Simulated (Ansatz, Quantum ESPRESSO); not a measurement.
**Moving the pressure in NiAl**

The cell as given:

```cif
data_structure
_symmetry_space_group_name_H-M 'Pm-3m'
_symmetry_Int_Tables_number 221
_cell_length_a 2.8810
_cell_length_b 2.8810
_cell_length_c 2.8810
_cell_angle_alpha 90.000
_cell_angle_beta 90.000
_cell_angle_gamma 90.000
_cell_volume 23.91
loop_
_atom_site_label
_atom_site_type_symbol
_atom_site_symmetry_multiplicity
_atom_site_Wyckoff_symbol
_atom_site_fract_x
_atom_site_fract_y
_atom_site_fract_z
_atom_site_occupancy
Ni1 Ni 1 b 0.50000 0.50000 0.50000 1
Al1 Al 1 a 0.00000 0.00000 0.00000 1
```

Kept alike: task relaxation of cell and atoms; functional PBEsol; k mesh 9 × 9 × 9; occupations fermi-dirac, width 0.05 eV; collinear spin, ferromagnetic start. Program: Quantum ESPRESSO, GBRV 1.5 PBEsol, cutoff 707 eV. The mesh is that of the run's cell of 2 atoms. No spin-orbit coupling.

```tsv
pressure, P (GPa)	volume (Å³/atom)
0	11.718
2	?
5	11.404
10	11.129
20	10.667
30	10.287
```

The relaxations keep at least the cell's symmetry (Pm-3m). For a metal such a mesh leaves the last digits unconverged. The runs follow the start's structure, whether or not it is the stable one at these pressures. P is the pressure aimed at, which the runs meet within some hundredths to tenths of a GPa. The moments vanished: the runs ended non-magnetic.

Q: Fit the rows shown and predict the run at 2 GPa.

A: Murnaghan's form V = V0 (1 + B′P/B0)^(-1/B′) through the rows shown has V0 = 11.7178, B0 = 174.3 GPa and B′ = 4.11 (largest miss 0.0007); at P = 2 it gives 11.587 Å³/atom. The run gave: volume 11.587 Å³/atom.
